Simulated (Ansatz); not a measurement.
# In: the order of phases at one pressure

Which of bcc, hcp, diamond, beta tin, omega has the lowest enthalpy for In at one common pressure? The runs shown use PAW.

Program: Ansatz 0.2.0. Level of theory: DFT, PBE, PAW with Ansatz's default frozen-core files, scalar-relativistic. These are calculated values, not measurements.

**1. The system as given**

It takes space group Im-3m (No. 229, cubic). Conventional cell: a = 3.804 Å, b = 3.804 Å, c = 3.804 Å, α = 90.00°, β = 90.00°, γ = 90.00°. In (site symmetry m-3m) has 8 In at 3.29 Å as nearest neighbours.

Coordinates:

```cif
data_structure
_symmetry_space_group_name_H-M 'P 1'
_symmetry_Int_Tables_number 1
_cell_length_a 3.2941
_cell_length_b 3.2941
_cell_length_c 3.2941
_cell_angle_alpha 109.471
_cell_angle_beta 109.471
_cell_angle_gamma 109.471
_cell_volume 27.51
loop_
_atom_site_label
_atom_site_type_symbol
_atom_site_fract_x
_atom_site_fract_y
_atom_site_fract_z
_atom_site_occupancy
In1 In 0.00000 0.00000 0.00000 1
```

**2. Cell relaxed at zero pressure, PAW**

input.yaml reads:

```yaml
crystal:
  lattice:
    - [-1.9018218905, 1.9018218905, 1.9018218905]
    - [1.9018218905, -1.9018218905, 1.9018218905]
    - [1.9018218905, 1.9018218905, -1.9018218905]
  atoms:
    - { symbol: In, position: [0.0, 0.0, 0.0] }
kpoints:
  mp_grid: { grid: [15, 15, 15] }
scf:
  occupations: { method: fermi_dirac, width: 0.05 }
hamiltonian:
  xc: pbe
  pseudopotentials: { kind: paw }
output:
  forces: true
  stress: true
relax:
  f_tol: 0.005
  max_steps: 40
  cell: {}
```

The run is started by

```sh
$ ansatz run input.yaml --threads 1 --pin off --max-ram 3584MiB --backend cpu --events-out ev --progress --plain --runs-dir out
```

After this run come: Volume scaled by 0.878, to set the pressure, PAW; Bcc relaxed under pressure, PAW; Hcp relaxed under pressure, PAW; Diamond relaxed under pressure, PAW; Beta tin relaxed under pressure, PAW; Omega relaxed under pressure, PAW.

What does the calculation give? Wanted: pressure; lowest.

As calculated:

| quantity | value |
| --- | --- |
| pressure | 6.2 GPa |
| lowest (PAW) | hcp, 8.8 meV/atom under bcc |

**Reading.** By PAW the order is hcp < bcc < omega < beta tin < diamond. Only these structures were tried, with electrons smeared by 0.05 eV and without vibrations, so the true ground state may be another. The k meshes differ between phases and weren't tested, which can move differences by some meV.
